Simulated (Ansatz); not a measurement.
# Straining TiSi2

Theory: DFT PBEsol, scalar-relativistic, plane waves, PAW in Ansatz. (420 eV cutoff, 10×4×10 k-mesh, Gaussian smearing of 0.10 eV, no spin polarisation)

The relaxed crystal:

```xyz
12
Lattice="3.5170 0.0000 0.0000 0.0000 13.3482 0.0000 0.0000 0.0000 3.5556" Properties=species:S:1:pos:R:3 pbc="T T T"
Ti    1.7585    8.0421    2.6667
Ti    0.0000   11.9803    0.8889
Ti    0.0000    1.3680    2.6667
Ti    1.7585    5.3062    0.8889
Si    1.7585   12.5475    2.6667
Si    0.0000    7.4748    0.8889
Si    0.0000   10.0149    2.6667
Si    1.7585   10.0074    0.8889
Si    0.0000    5.8734    2.6667
Si    1.7585    0.8007    0.8889
Si    1.7585    3.3408    2.6667
Si    0.0000    3.3333    0.8889
```

Deformation: all cell vectors scaled alike, the atoms relaxed, all within the symmetry that the strain leaves. Energies are extrapolated to zero smearing.

Problem. Give the structure at +2.0 %.

Solution.
```xyz
12
Lattice="3.5874 0.0000 0.0000 0.0000 13.6152 0.0000 0.0000 0.0000 3.6267" Properties=species:S:1:pos:R:3 pbc="T T T"
Ti    1.7937    8.2139    2.7200
Ti    0.0000   12.2089    0.9067
Ti    0.0000    1.4063    2.7200
Ti    1.7937    5.4013    0.9067
Si    1.7937   12.8128    2.7200
Si    0.0000    7.6100    0.9067
Si    0.0000   10.2138    2.7200
Si    1.7937   10.2090    0.9067
Si    0.0000    6.0052    2.7200
Si    1.7937    0.8024    0.9067
Si    1.7937    3.4062    2.7200
Si    0.0000    3.4014    0.9067
```
Space group Cmcm (63), 21.2 meV/atom over the relaxed crystal.

This form isn't the usual stable structure of the compound.